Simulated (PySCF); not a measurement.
Wanted: an ASE script for a PySCF 2.14.0 run.

- Task: single point
- Functional: PBE
- Potentials or basis: pob-tzvp-rev2 (all-electron)
- k mesh: 2 × 2 × 2
- Occupations: fermi-dirac, width 0.05 eV
- Spin: non-collinear spin, zero start, spin-orbit coupling
- Starting moments: [[0.0, 0.0, 0.0], [0.0, 0.0, 0.0]] μB
- Symmetry: no
- Exponents discarded below (exp_to_discard): 0.1 1/bohr^2
- conv_tol: 1e-07 Ha
- max_cycle: 60
- Relativity: X2C with spin-orbit coupling
- Coulomb method: Gaussian density fitting (GDF)
- Grid for exchange and correlation: Becke, atom-centred
- Three-centre integrals: read from an earlier run's file
- Functional of the spinor run: collinear

Crystal: CuO.

```
Cu O
1.0
     0.00000    2.32725    2.32725
     2.32725    0.00000    2.32725
     2.32725    2.32725    0.00000
Cu O
1 1
Direct
  0.00000 0.00000 0.00000
  0.75000 0.75000 0.75000
```

Measurements of this composition are mostly on another form, of space group No. 15.

These files were run (other wordings do the same):

run.py

```python
import json
import numpy as np
from pyscf.pbc import gto, scf, dft, df
from pyscf.pbc.tools import pyscf_ase
from ase.spacegroup import crystal

atoms = crystal(['Cu', 'O'], [[0.0, 0.0, 0.0], [0.25, 0.25, 0.75]],
                spacegroup=216, setting=1, cellpar=[4.65450546, 4.65450546, 4.65450546, 90.0, 90.0, 90.0], primitive_cell=True)  # F-43m: Cu 4a, O 4d
cell = pyscf_ase.cell_from_ase(atoms)
cell.basis = 'pob-tzvp-rev2'
cell.exp_to_discard = 0.1
cell.precision = 1e-08
cell.max_memory = 5040  # MB
cell.verbose = 4
cell.build()

res = {}
kpts = cell.make_kpts([2, 2, 2])
mf = dft.KGKS(cell, kpts, xc='pbe')
mf.collinear = 'col'
mf = mf.density_fit()
mf.with_df._cderi = 'cderi.h5'  # three-centre integrals saved by an earlier run on this cell, basis and mesh
mf = mf.x2c1e()
mf = mf.smearing(sigma=0.00183747, method='fermi')  # hartree
mf.conv_tol = 1e-07
mf.max_cycle = 60

# start: the atomic guess with a moment vector on each site
moments = np.array([[0.0, 0.0, 0.0], [0.0, 0.0, 0.0]])
nao = cell.nao
dm = np.array(mf.get_init_guess())
dm = dm[:, :nao, :nao] + dm[:, nao:, nao:]
p = np.zeros((3, nao))
for i, (a0, a1) in enumerate(cell.aoslice_by_atom()[:, 2:]):
    p[:, a0:a1] = moments[i][:, None] / cell.atom_charge(i)
mx_, my, mz = [(x[:, None] + x) / 2 * dm for x in p]
dm0 = np.block([[dm + mz, mx_ - 1j * my], [mx_ + 1j * my, dm - mz]]) / 2

mf.kernel(dm0)
res.update(converged=bool(mf.converged), e_tot=mf.e_tot, nelec=cell.nelectron, nao=cell.nao, mesh=list(map(int, cell.mesh)), a=cell.lattice_vectors().tolist(), coords=cell.atom_coords().tolist(),
           mo_energy=[np.real(x).tolist() for x in mf.mo_energy], mo_occ=[np.real(x).tolist() for x in mf.mo_occ])
res.update(e_free=mf.e_free, e_zero=mf.e_zero)
res.update(kpts=cell.get_scaled_kpts(kpts).tolist())
res['parts'] = {k: float(np.real(v)) for k, v in mf.scf_summary.items() if np.isscalar(v)}
json.dump(res, open('results.json', 'w'))
if not mf.converged:
    raise SystemExit('SCF not converged')

print('levels (eV)')
for i, kp in enumerate(res['kpts'][:40]):
    print('k %7.4f %7.4f %7.4f  ' % tuple(kp), ' '.join('%.3f' % (x * 27.211386) for x in res['mo_energy'][i][:42]))

# Mulliken populations
dm, s = np.asarray(mf.make_rdm1()), np.asarray(mf.get_ovlp())
sites = cell.aoslice_by_atom()[:, 2:]
nao = cell.nao
s = s[:, :nao, :nao]
aa, ab, ba, bb = dm[:, :nao, :nao], dm[:, :nao, nao:], dm[:, nao:, :nao], dm[:, nao:, nao:]
pop = [np.einsum('kij,kji->i', x, s).real / len(kpts) for x in (aa + bb, ab + ba, 1j * (ab - ba), aa - bb)]
res['moments'] = [[x[a0:a1].sum() for x in pop[1:]] for a0, a1 in sites]
tot = pop[0]
res['mulliken'] = [cell.atom_charge(i) - tot[a0:a1].sum() for i, (a0, a1) in enumerate(sites)]
print('Mulliken charges', np.round(res['mulliken'], 5))
print('Mulliken moments', np.round(res['moments'], 5))
res['done'] = True
json.dump(res, open('results.json', 'w'))
```

Potentials or basis: pob-tzvp-rev2 (all-electron).

Command:

```sh
$ OMP_NUM_THREADS=4 python -u run.py > log
```

Results of the run:

The band gap on the k mesh is none (metal or under the smearing width), the net moment is 0.00 μB per cell and the mulliken charges are Cu +1.33; O -1.33 e.

Caveat: the k mesh is coarse (spacing up to 1.17 Å⁻¹), so the values aren't converged; Mulliken charges move with the basis; the default atom-centred grid shifts energies of crystals by up to some 10 meV an atom and pressures by some 0.5 GPa; the basis of atomic orbitals isn't converged, which shifts pressures, moduli and gaps; semilocal functionals often make such compounds metallic where correlation or magnetic order opens a gap, which also shifts bond lengths.

It took 27 s on 4 threads of Arm Neoverse V2, with other jobs on the host, peak memory 9.2 GiB.
